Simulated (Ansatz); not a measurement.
C:

```
C
1.0
     0.00000    1.78337    1.78337
     1.78337    0.00000    1.78337
     1.78337    1.78337    0.00000
C
2
Cartesian
  2.6751 2.6751 2.6751
  1.7834 1.7834 1.7834
```

This isn't the form of C at room conditions, which is graphite.

Base run:

- Program: Ansatz 0.2.0
- Functional: PBE
- Potentials or basis: Ansatz PAW
- Cutoff: 420 eV (not typed: the program's choice for these potentials)
- k mesh: 13 × 13 × 13
- Occupations: fermi-dirac, width 0.05 eV
- Spin: no spin polarisation

Its results: band gap on the k mesh 4.15 eV, indirect (least direct gap 5.59 eV); pressure 1.8 GPa.

The run is repeated on the same cell with these changes: functional from PBE to revPBE. What comes out?

Band gap on the k mesh 4.14 eV, indirect (least direct gap 5.60 eV); pressure 6.4 GPa.

revPBE binds less tightly than PBE, so the same cell stands under more pressure.

Caveats: the PAW data sets come from PBE, with cores solved anew for the run's functional, which leaves a small shift of forces and pressure (some runs).
